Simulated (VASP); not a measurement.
Crystal: GaN.

```
Ga N
1.0
     0.00000    2.25350    2.25350
     2.25350    0.00000    2.25350
     2.25350    2.25350    0.00000
Ga N
1 1
Direct
  0.01910 0.00129 0.96862
  0.24316 0.24033 0.23069
```

The cell is a database's computed one.

The cell isn't the ideal one: atoms moved at random, drawn with an rms of 0.1 Å.

- Program: VASP 6.6.1
- Task: relaxation of the atoms
- Functional: r2SCAN
- Potentials or basis: VASP PAW PBE potentials, release 64 (Ga_d, N)
- Cutoff: 520 eV
- k mesh: 10 × 10 × 10
- Occupations: gaussian, width 0.05 eV
- Spin: no spin polarisation

At the start: pressure 0.6 GPa; volume 11.44 Å³/atom.

Task: Where does the relaxation end?

Result: Over 7 steps the energy falls by 25.1 meV/atom; space group F-43m (No. 216, to 0.05 Å).

The path:
```csv
step,energy change (eV),largest force (eV/Å),pressure (GPa)
1,0.0000,1.1407,0.64
2,-0.0466,0.2975,-0.08
3,-0.0495,0.1342,-0.11
4,-0.0502,0.0321,-0.11
5,-0.0502,0.0162,-0.11
6,-0.0502,0.0162,-0.12
7,-0.0502,0.0056,-0.12
```

Final structure:
```xyz
2
Lattice="0.0000 2.2535 2.2535 2.2535 0.0000 2.2535 2.2535 2.2535 0.0000" Properties=species:S:1:pos:R:3 pbc="T T T"
Ga    4.4403    2.2103    2.2580
N     1.0604    1.0834    1.1310
```

Caveat: the PAW data sets were made with another functional, which shifts forces and pressure a little.
